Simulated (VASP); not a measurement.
Runs of VASP 6.6.1 on Sr. The structure is cubic, space group Fm-3m (No. 225). Conventional cell: a = 6.085 Å, b = 6.085 Å, c = 6.085 Å, α = 90.00°, β = 90.00°, γ = 90.00°. Sr (site symmetry m-3m) is surrounded by 12 Sr at 4.30 Å. 

```tsv
task	level	potentials or basis	cell	cutoff (eV)	smearing	ladder	gap on the mesh (eV)	pressure (GPa)	relaxed volume (Å³/atom)
relaxation of cell and atoms	r2SCAN	VASP PAW PBE potentials, release 64 (Sr_sv)	relaxed	600	fermi-dirac 0.05 eV	gaps	none	0.0	56.66
relaxation of cell and atoms	PW91	VASP PAW PBE potentials, release 64 (Sr_sv_GW)	relaxed	630	methfessel-paxton 0.1 eV	-	none	-0.1	54.10
single point	PBEsol	VASP PAW PBE potentials, release 64 (Sr_sv)	as given	520	gaussian 0.05 eV	-	none	-0.9	-
optical spectrum	TB-mBJ	VASP PAW PBE potentials, release 64 (Sr_sv)	as given	500	methfessel-paxton 0.1 eV	-	(b)	-	-
single point	RPBE	VASP PAW PBE potentials, release 64 (Sr_sv_GW)	as given	550	gaussian 0.02 eV	-	none	(a)	-
single point	PBEsol	VASP PAW PBE potentials, release 64 (Sr_sv)	as given	520	fermi-dirac 0.05 eV	free	none	-0.9	-
single point	LDA	VASP PAW LDA potentials, release 54 (Sr_sv)	as given	520	gaussian 0.02 eV	-	none	-1.6	-
```

Alike in all rows: no spin polarisation; k mesh 8 × 8 × 8.

**Question.** Fill in the values left out.

**Answer.** (a) 0.3; (b) 0.09.

Caveats: the PAW data sets were made with another functional, which shifts forces and pressure a little (some runs).

A k mesh can miss the band edges, and the runs leave out spin-orbit coupling on Sr.

A gap of «none» marks a metal or a gap under the smearing width.

Not every run made on this cell is shown here.
